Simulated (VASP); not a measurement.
# AlCu (Pm-3m) in VASP: further runs

Runs on AlCu. Level: r2SCAN. Tasks: single point.

Everything below comes from runs of VASP 6.6.1. Logs are shortened: lines on timing, memory, paths and dates and some standing lists are left out, and cuts for length are marked.

**1. The structure**

It takes space group Pm-3m (No. 221, cubic). Conventional cell: a = 2.998 Å, b = 2.998 Å, c = 2.998 Å, α = 90.00°, β = 90.00°, γ = 90.00°. Around Cu (site symmetry m-3m) lie 8 Al at 2.60 Å. Al (site symmetry m-3m) has 8 Cu at 2.60 Å as nearest neighbours.

The cell comes from a database or a generator and needn't be the stable form of this composition.

**2. Single point, r2SCAN**

File INCAR:

```
PREC = Accurate ; ENCUT = 460
EDIFF = 1E-6 ; ISMEAR = -1
SIGMA = 0.15 ; LREAL = F
LASPH = T ; NELM = 100
ALGO = Normal ; ISIF = 2
LWAVE = F ; LCHARG = F
METAGGA = R2SCAN ; LMIXTAU = T
ADDGRID = F
```

File KPOINTS:

```
regular mesh
0
Gamma
  9 9 9
```

File POSCAR:

```
AlCu
1.0
    2.9975090000      0.0000000000      0.0000000000
    0.0000000000      2.9975090000      0.0000000000
    0.0000000000      0.0000000000      2.9975090000
Cu Al
1 1
Direct
    0.5000000000      0.5000000000      0.5000000000
    0.0000000000      0.0000000000      0.0000000000
```

Potentials or basis: VASP PAW PBE potentials, release 64 (Cu, Al).

The run is started by

```console
$ cat potpaw_PBE.64/Cu/POTCAR potpaw_PBE.64/Al/POTCAR > POTCAR
$ mpirun -np 1 vasp_std > vasp.out
```

OUTCAR:

```text
PREC = Accurate
   ENCUT = 460
   EDIFF = 1E-6
   ISMEAR = -1
   LREAL = F
   LASPH = T
   NELM = 100
   ISIF = 2
   METAGGA = R2SCAN

 Found     35 irreducible k-points:

 Following reciprocal coordinates:
            Coordinates               Weight
  0.000000  0.000000  0.000000      1.000000
  0.111111  0.000000  0.000000      6.000000
  0.222222  0.000000  0.000000      6.000000
  0.333333  0.000000  0.000000      6.000000
  0.444444  0.000000  0.000000      6.000000
  0.111111  0.111111  0.000000     12.000000
   k-points           NKPTS =     35   k-points in BZ     NKDIM =     35   number of bands    NBANDS=     11
   number of dos      NEDOS =    301   number of ions     NIONS =      2
   total plane-waves  NPLWV =  13824
   dimension x,y,z NGX =    24 NGY =   24 NGZ =   24
   dimension x,y,z NGXF=    48 NGYF=   48 NGZF=   48
   ions per type =               1   1
   NGX,Y,Z   is equivalent  to a cutoff of  13.31, 13.31, 13.31 a.u.
   NGXF,Y,Z  is equivalent  to a cutoff of  26.62, 26.62, 26.62 a.u.
 SYSTEM =  unknown system
   PREC   = accura    normal or accurate (medium, high low for compatibility)
   ISTART =      0    job   : 0-new  1-cont  2-samecut
   ICHARG =      2    charge: 1-file 2-atom 10-const
   ISPIN  =      1    spin polarized calculation?
   LNONCOLLINEAR =      F non collinear calculations
   LSORBIT =      F    spin-orbit coupling
   LASPH  =      T    aspherical Exc in radial PAW
   ENCUT  =  460.0 eV  33.81 Ry    5.81 a.u.   5.24  5.24  5.24*2*pi/ulx,y,z
   NELM   =    100;   NELMIN=  2; NELMDL= -5     # of ELM steps
   EDIFF  = 0.1E-05   stopping-criterion for ELM
   LREAL  =      F    real-space projection
   EDIFFG = 0.1E-04   stopping-criterion for IOM
   NSW    =      0    number of steps for IOM
   IBRION =     -1    ionic relax: 0-MD 1-quasi-New 2-CG
   NFREE  =      0    steps in history (QN), initial steepest desc. (CG)
   ISIF   =      2    stress and relaxation
   ISYM   =      2    0-nonsym 1-usesym 2-fastsym
   POTIM  = 0.5000    time-step for ionic-motion
   TEBEG  =    0.0;   TEEND  =   0.0 temperature during run
   PSTRESS=    0.0 pullay stress
   NELECT =      14.0000    total number of electrons
   NUPDOWN=      -1.0000    fix difference up-down
   EMIN   =  10.00;   EMAX   =-10.00  energy-range for DOS
   EFERMI =   0.00;   METHOD = LEGACY
   ISMEAR =    -1;   SIGMA  =   0.15  broadening in eV -4-tet -1-fermi 0-gaus
   EFERMI_NEDOS =   21; number of points for ismear=-14 and -15
   IALGO  =     38    algorithm
   IMIX   =      4    mixing-type and parameters
     AMIX     =   0.40;   BMIX     =  1.00
     AMIX_MAG =   1.60;   BMIX_MAG =  1.00
  volume/ion in A,a.u.               =      13.47        90.88
  Fermi-wavevector in a.u.,A,eV,Ry     =   1.316306  2.487459 23.574307  1.732663
  Thomas-Fermi vector in A             =   2.446428
   LORBIT       =      0    0 simple, 1 ext, 2 COOP (PROOUT), +10 PAW based schemes
   METAGGA = R2SCAN    functional components
   LHFCALC =     F    Hartree Fock is set to
   AEXX    =    0.0000 exact exchange contribution
   IVDW    =     0    specifies the selected vdW correction
   LEPSILON=     F    determine dielectric tensor
   LRPA    =     F    only Hartree local field effects (RPA)
 non-spin polarized calculation
  energy-cutoff  :      460.00
  volume of cell :       26.93
 maximum number of plane-waves:       619
 NGX is ok and might be reduce to    24
   NGX = 11   NGY = 11   NGZ = 11

 number of electron      14.0000020 magnetization

 Free energy of the ion-electron system (eV)
  ---------------------------------------------------
  ext. energy  EPLUGINS =         0.00000000
  ---------------------------------------------------
  free energy    TOTEN  =       -17.89399920 eV

  energy without entropy =      -17.84483717  energy(sigma->0) =      -17.86941819

 E-fermi :   8.9545     XC(G=0): -12.4252

 val. band max:        8.8995023506   @ k =   0.4444   0.4444   0.2222
 cond. band min:       8.9761760919   @ k =   0.3333   0.3333   0.0000
 fundamental gap:      0.0766737413
 Fermi energy:         8.9545315850

 k-point     1 :       0.0000    0.0000    0.0000
  band No.  band energies     occupation
      1      -3.0986      2.00000
      2       3.8915      2.00000
      3       3.8915      2.00000
      4       4.9806      2.00000
      5       4.9806      2.00000
      6       4.9806      2.00000
      7      13.1224      0.00000
      8      13.1224      0.00000
      9      13.1224      0.00000
     10      15.4808      0.00000
     11      15.4808      0.00000

 k-point     2 :       0.1111    0.0000    0.0000
  band No.  band energies     occupation
      1      -2.8785      2.00000
      2       3.8955      2.00000
      3       3.9238      2.00000
      4       4.9227      2.00000
      5       4.9227      2.00000
      6       4.9870      2.00000
      7      11.0472      0.00000
      8      13.3857      0.00000
      9      13.3857      0.00000
     10      15.5640      0.00000
     11      17.1664      0.00000

 k-point     3 :       0.2222    0.0000    0.0000
  band No.  band energies     occupation
      1      -2.2245      2.00000
      2       3.8214      2.00000
      3       4.0068      2.00000
      4       4.7830      2.00000
      5       4.7830      2.00000
      6       5.0030      2.00000
      7       8.4105      1.94817
      8      14.1437      0.00000
      9      14.1437      0.00000
     10      15.8050      0.00000
     11      18.5879      0.00000

 k-point     4 :       0.3333    0.0000    0.0000
  band No.  band energies     occupation
      1      -1.1581      2.00000
      2       3.2942      2.00000
      3       4.1028      2.00000
      4       4.6348      2.00000
      5       4.6348      2.00000
      6       5.0212      2.00000
      7       6.4893      2.00000
      8      15.3271      0.00000
      9      15.3271      0.00000
     10      16.1549      0.00000
     11      19.7104      0.00000

 k-point     5 :       0.4444    0.0000    0.0000
  band No.  band energies     occupation
      1       0.2700      2.00000
      2       1.9157      2.00000
      3       4.1665      2.00000
      4       4.5433      2.00000
      5       4.5433      2.00000
      6       5.0329      2.00000
      7       5.7613      2.00000
      8      16.4553      0.00000
      9      16.8577      0.00000
     10      16.8577      0.00000
     11      18.8408      0.00000

 k-point     6 :       0.1111    0.1111    0.0000
  band No.  band energies     occupation
      1      -2.6596      2.00000
      2       3.9250      2.00000
      3       3.9380      2.00000
      4       4.8577      2.00000
      5       4.9183      2.00000
      6       4.9418      2.00000
      7      10.9811      0.00000
      8      11.6145      0.00000
      9      13.6461      0.00000
     10      16.4432      0.00000
     11      18.3361      0.00000

 [... further k-points ...]

------------------------ aborting loop because EDIFF is reached ----------------------------------------

  FORCE on cell =-STRESS in cart. coord.  units (eV):
  Direction    XX          YY          ZZ          XY          YZ          ZX
  --------------------------------------------------------------------------------------
  -------------------------------------------------------------------------------------
  Total       -0.8106670     -0.8106670     -0.8106670      0.0000000     -0.0000000     -0.0000000
  in kB      -48.2249254    -48.2249254    -48.2249254      0.0000000     -0.0000000     -0.0000000
  external PRESSURE =     -48.2249254 kB  Pullay stress =       0.0000000 kB

 VOLUME and BASIS-vectors are now :
 -----------------------------------------------------------------------------
  energy-cutoff  :      460.00
  volume of cell :       26.93
      direct lattice vectors                 reciprocal lattice vectors
     2.997509000  0.000000000  0.000000000     0.333610341  0.000000000  0.000000000
     0.000000000  2.997509000  0.000000000     0.000000000  0.333610341  0.000000000
     0.000000000  0.000000000  2.997509000     0.000000000  0.000000000  0.333610341

 POSITION                                       TOTAL-FORCE (eV/Angst)
 -----------------------------------------------------------------------------------
      1.49875      1.49875      1.49875         0.000000      0.000000      0.000000
      0.00000      0.00000      0.00000         0.000000      0.000000      0.000000
 -----------------------------------------------------------------------------------
    total drift:                                0.000000      0.000000     -0.000000

  FREE ENERGIE OF THE ION-ELECTRON SYSTEM (eV)
  ---------------------------------------------------
  free  energy   TOTEN  =       -17.8939992035 eV

  energy  without entropy=      -17.8448371739  energy(sigma->0) =      -17.86941819
```

Run time: 28 s. Hardware: 1 thread of Intel Xeon Platinum 8488C (Sapphire Rapids), shared host; peak memory 0.14 GiB.

These settings aren't checked as converged: the numbers below hold their error.

Results:

```yaml
Free_energy: -17.8940 eV
Pressure: -4.8 GPa
Band_gap_on_the_k_mesh: none (metal or under the smearing width)
```

Caveat: the PAW data sets were made with another functional, which shifts forces and pressure a little.

**3. Single point, r2SCAN**

File INCAR:

```
PREC = Accurate ; ENCUT = 520
EDIFF = 1E-6 ; ISMEAR = 1
SIGMA = 0.15 ; LREAL = F
LASPH = T ; NELM = 100
ALGO = Normal ; ISIF = 2
LWAVE = F ; LCHARG = F
METAGGA = R2SCAN ; LMIXTAU = T
ADDGRID = F
```

KPOINTS is that of step 2.

POSCAR is that of step 2.

Potentials or basis: VASP PAW PBE potentials, release 64 (Cu, Al).

The run is started by

```console
$ cat potpaw_PBE.64/Cu/POTCAR potpaw_PBE.64/Al/POTCAR > POTCAR
$ mpirun -np 1 vasp_std > vasp.out
```

Run time: 29 s. Hardware: 1 thread of Intel Xeon Platinum 8488C (Sapphire Rapids), shared host; peak memory 0.14 GiB.

These settings aren't checked as converged: the numbers below hold their error.

What came out:

| Quantity | Value |
| --- | --- |
| Free energy | -17.8675 eV |
| Pressure | -4.8 GPa |
| Band gap on the k mesh | none (metal or under the smearing width) |

Caveat: the PAW data sets were made with another functional, which shifts forces and pressure a little.

**4. Single point, r2SCAN**

Edit INCAR of step 3 so:

```diff
@@ -1,2 +1,2 @@
-PREC = Accurate ; ENCUT = 520
+PREC = Low ; ENCUT = 520
 EDIFF = 1E-6 ; ISMEAR = 1
```

KPOINTS is that of step 3.

POSCAR is that of step 3.

The run is started by

```console
$ cat potpaw_PBE.64/Cu/POTCAR potpaw_PBE.64/Al/POTCAR > POTCAR
$ mpirun -np 1 vasp_std > vasp.out
```

Wall time 19 s (1 thread of Intel Xeon Platinum 8488C (Sapphire Rapids), shared host); peak memory 0.11 GiB.

The run converged, but some of its settings lie outside the range that counts as converged, so its numbers aren't taken as properties of the crystal.

What came out:

```yaml
Free_energy: -17.8571 eV
Pressure: -5.4 GPa
Band_gap_on_the_k_mesh: none (metal or under the smearing width)
```

Caveat: the PAW data sets were made with another functional, which shifts forces and pressure a little.

**5. Single point, r2SCAN**

Edit INCAR of step 4 so:

```diff
@@ -1,2 +1,2 @@
-PREC = Low ; ENCUT = 520
+PREC = Normal ; ENCUT = 520
 EDIFF = 1E-6 ; ISMEAR = 1
```

KPOINTS is that of step 4.

POSCAR is that of step 4.

The run is started by

```console
$ cat potpaw_PBE.64/Cu/POTCAR potpaw_PBE.64/Al/POTCAR > POTCAR
$ mpirun -np 1 vasp_std > vasp.out
```

Wall time 24 s (1 thread of Intel Xeon Platinum 8488C (Sapphire Rapids), shared host); peak memory 0.12 GiB.

These settings aren't checked as converged: the numbers below hold their error.

What came out:

- Free energy: -17.8647 eV
- Pressure: -4.9 GPa
- Band gap on the k mesh: none (metal or under the smearing width)

Caveat: the PAW data sets were made with another functional, which shifts forces and pressure a little.

**6. Single point, r2SCAN**

File INCAR:

```
PREC = Accurate ; ENCUT = 520
EDIFF = 1E-6 ; ISMEAR = 1
SIGMA = 0.15 ; LREAL = Auto
LASPH = T ; NELM = 100
ALGO = Normal ; ISIF = 2
LWAVE = F ; LCHARG = F
METAGGA = R2SCAN ; LMIXTAU = T
ADDGRID = F
```

KPOINTS is that of step 5.

POSCAR is that of step 5.

Potentials or basis: VASP PAW PBE potentials, release 64 (Cu, Al).

The run is started by

```console
$ cat potpaw_PBE.64/Cu/POTCAR potpaw_PBE.64/Al/POTCAR > POTCAR
$ mpirun -np 1 vasp_std > vasp.out
```

It took 28 s on 1 thread of Intel Xeon Platinum 8488C (Sapphire Rapids), shared host; peak memory 0.14 GiB.

The run converged, but some of its settings lie outside the range that counts as converged, so its numbers aren't taken as properties of the crystal.

What came out:

* Free energy: -17.8679 eV
* Pressure: -4.8 GPa
* Band gap on the k mesh: none (metal or under the smearing width)

Caveat: the PAW data sets were made with another functional, which shifts forces and pressure a little.
